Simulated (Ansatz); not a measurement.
## HfO2 (fluorite): gap against strain (biaxial in x and y, z held)

Fluorite HfO2, relaxed with r2SCAN in the PAW code Ansatz, then strained (biaxial in x and y, z held; changes of length per length, axes as in the cell below) with the atoms relaxed again within the symmetry that is left. It is cubic, Fm-3m (No. 225); a = 5.058 Å in the conventional setting, 10.79 Å³ an atom. Hf has 8 O at 2.19 Å; O has 4 Hf at 2.19 Å. The values are computed, spin-unpolarised, and not measurements.

```xyz
3
Lattice="0.0000 2.5292 2.5292 2.5292 0.0000 2.5292 2.5292 2.5292 0.0000" Properties=species:S:1:pos:R:3 pbc="T T T"
Hf    0.0000    0.0000    0.0000
O     1.2646    1.2646    1.2646
O     3.7938    3.7938    3.7938
```

Gaps are the least over each mesh (PBE 8×8×8, r2SCAN 8×8×8, HSE06 6×6×6 when unstrained) and the special points, which keep their unstrained names; stress is the change from the unstrained cell, compression positive.

```tsv
strain (%)	gap, PBE (eV)	gap, r2SCAN (eV)	gap, HSE06 (eV)	edges, HSE06	in-plane stress, r2SCAN (GPa)	energy rise, r2SCAN (meV/atom)
-4.22	3.513	4.054	5.191	X → Γ	+35.93	93.3
0.0	3.803	4.303	5.409	X	0.00	0.0
+2.31	3.513	3.997	5.100	X → X	-14.75	24.0
+2.54	3.482	3.965	5.068	X → X	-16.06	28.9
```

With HSE06 the edges change from X → Γ (indirect) to X (direct) between -4.22 and 0.0 %. With HSE06 the edges change from X (direct) to X → X (indirect) between 0.0 and +2.31 %. With r2SCAN the edges change from X → Γ (indirect) to X (direct) between -4.22 and 0.0 %. With r2SCAN the edges change from X (direct) to X → X (indirect) between 0.0 and +2.31 %. With PBE the edges change from X → Γ (indirect) to X (direct) between -4.22 and 0.0 %. With PBE the edges change from X (direct) to X → X (indirect) between 0.0 and +2.31 %.

Spin-orbit coupling is left out, which matters wherever the heavy atoms make up the band edges.

The meshes of the hybrids are coarse, so their gaps aren't converged to the digits shown.
